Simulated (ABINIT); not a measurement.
Se:

```
Se
1.0
     4.36620    0.00000    0.00000
    -2.18310    3.78124    0.00000
     0.00000    0.00000    4.95360
Se
3
Cartesian
  1.6910 2.9289 0.0000
  -0.4921 0.8523 3.3024
  0.9841 0.0000 1.6512
```

Base run:

```yaml
Program: ABINIT 10.8.3 (patched build)
Functional: revPBE
Potentials_or_basis: JTH PAW PBE v2.0
Cutoff: 408 eV
k_mesh: 7 × 7 × 6
Occupations: fermi-dirac, width 0.05 eV
Spin: no spin polarisation
```

Its results: band gap on the k mesh 1.27 eV, indirect (least direct gap 1.52 eV); pressure 3.9 GPa; largest force 0.407 eV/Å.

**Question.** The run is repeated on the same cell with these changes: functional from revPBE to AM05. What comes out?

**Answer.** Band gap on the k mesh 1.19 eV, indirect (least direct gap 1.46 eV); pressure 0.7 GPa; largest force 0.177 eV/Å.

AM05 binds more tightly than revPBE, so the same cell stands under less pressure.

Caveats: the PAW data sets were made with another functional, which shifts forces and pressure a little; the mesh misses the band edges, which the band path finds closer together.

Not every run made on this cell is shown here.
